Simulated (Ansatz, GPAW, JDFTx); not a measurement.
**Li2S: programs and potentials compared**

```xyz
3
Lattice="0.0000 2.8445 2.8445 2.8445 0.0000 2.8445 2.8445 2.8445 0.0000" Properties=species:S:1:pos:R:3 pbc="T T T"
S     0.0000    0.0000    0.0000
Li    4.2668    4.2668    4.2668
Li    1.4223    1.4223    1.4223
```

Alike in all runs: task single point; functional PBEsol; k mesh 8 × 8 × 8; occupations gaussian, width 0.05 eV; no spin polarisation; no spin-orbit coupling. Pressure is positive in compression and, in plane waves, holds the error of the finite cutoff, which Ansatz's Pulay term estimates and takes out.

```csv
program and potentials,plane-wave cutoff (eV),notes,band gap (eV),pressure (GPa)
"Ansatz, Ansatz PAW",420,"potentials made for PBE, which Ansatz adapts in part; 4 valence electrons an atom on average",3.22,-0.73
"GPAW, PAW data sets generated for this functional",800,2.67 valence electrons an atom on average,3.21,-0.56
"JDFTx, PseudoDojo-SR-PBEsol-0.4.1-standard with smoothed tails",1007,4 valence electrons an atom on average,?,?
```

Task: Estimate from the other rows what the run with JDFTx, PseudoDojo-SR-PBEsol-0.4.1-standard with smoothed tails gave.

Result: Band gap 3.22 eV; pressure -0.75 GPa. The other rows, which needn't bracket it: band gap 3.21 to 3.22; pressure -0.73 to -0.56.
